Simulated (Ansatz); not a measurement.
**MgO: a vibration from a frozen displacement**

All numbers below come from DFT PBEsol, scalar-relativistic, plane waves, PAW in Ansatz. Cutoff 420 eV, Γ-centred 10×10×10 k-points, Gaussian smearing of 0.05 eV. No spin polarisation. Energies are free energies at this smearing, counted from the undisturbed cell; pressure is positive in compression.

The starting cell (as given, not relaxed at this level; it stands at -5.8 GPa):

```
Mg O
1.0
     0.00000    2.13515    2.13515
     2.13515    0.00000    2.13515
     2.13515    2.13515    0.00000
Mg O
1 1
Direct
  0.00000 0.00000 0.00000
  0.50000 0.50000 0.50000
```

Every O atom is moved by x along the Cartesian unit vector (0.000, 0.000, -1.000); the cell and all other atoms stay fixed. The cell's volume is 19.47 Å³; the moved atoms weigh 15.999 u together and the others 24.305 u. Some rows repeat others by symmetry and weren't run.

```
  x (Å)  ΔE (meV/cell) total force on the moved atoms along the move (eV/Å) pressure (GPa)
-0.1000          22.67                                                0.4705         -4.9205
-0.0875          17.21                                                0.4047         -5.1194
-0.0750          12.55                                                0.3417         -5.2905
-0.0625           8.66                                                0.2811         -5.4345
-0.0500           5.51                                                0.2225         -5.5517
-0.0375           3.09                                                0.1655         -5.6425
-0.0250           1.37                                                0.1097         -5.7071
-0.0125           0.34                                                0.0546         -5.7459
 0.0000           0.00                                                0.0000         -5.7588
 0.0125           0.34                                               -0.0546         -5.7459
 0.0250           1.37                                               -0.1097         -5.7071
 0.0375           3.09                                               -0.1655         -5.6425
 0.0500           5.51                                               -0.2225         -5.5517
 0.0625           8.66                                               -0.2811         -5.4345
 0.0750          12.55                                               -0.3417         -5.2905
 0.0875          17.21                                               -0.4047         -5.1194
 0.1000          22.67                                               -0.4705         -4.9205
```

Problem. What frequency belongs to this motion?

Solution. The force constant is k = −dF/dx = 4.368 eV/Å², from the parabola through x = -0.0125, 0 and 0.0125. In every cell the moved atoms swing against the rest, so the mass is μ = m₁m₂/(m₁ + m₂) = 9.648 u, and ν̃ = 521.5 cm⁻¹ × √(|k|/μ) = 351 cm⁻¹, at this cell's pressure of -5.8 GPa. To first order in x, and within 1 %, the force on every atom lies along the move and, within each of the two groups, in proportion to the atom's mass, so this is itself a mode at the zone centre of this cell, taken without macroscopic field (the transverse frequency in a polar insulator).

Problem. How far does the harmonic law reach?

Solution. At x = -0.100 Å, kx²/2 = 21.84 meV against the computed 22.67 meV (+3.8 %): the well is still close to harmonic there.